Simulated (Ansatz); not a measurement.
Crystal: MoS2.

```
Mo S
1.0
     3.22746    0.00000    0.00000
    -1.61373    2.79507    0.00000
     0.00000    0.00000    6.31247
Mo S
1 2
Direct
  0.00000 0.00000 0.50000
  0.66667 0.33333 0.74468
  0.33333 0.66667 0.25532
```

Measurements of this composition are mostly on another form, of space group No. 194.

Base run:

| Property | Result |
| --- | --- |
| Program | Ansatz 0.2.0 |
| Functional | RPBE |
| Potentials or basis | Ansatz PAW |
| Cutoff | 420 eV (not typed: the program's choice for these potentials) |
| k mesh | 9 × 9 × 4 |
| Occupations | fermi-dirac, width 0.05 eV |
| Spin | no spin polarisation |

Its results: band gap on the k mesh none (metal or under the smearing width); pressure 3.6 GPa; largest force 0.360 eV/Å.

Task: The run is repeated on the same cell with these changes: functional from RPBE to PBE; potentials or basis from Ansatz PAW to PseudoDojo standard (PBE files); cutoff from 420 eV (not typed: the program's choice for these potentials) to 1088 eV. What comes out?

Result: Band gap on the k mesh none (metal or under the smearing width); pressure 1.2 GPa; largest force 0.292 eV/Å.

Caveats: this functional lacks dispersion, which binds the layers, so the pressure and a relaxed spacing across them are unreliable; the PAW data sets come from PBE, with cores solved anew for the run's functional, which leaves a small shift of forces and pressure (some runs).
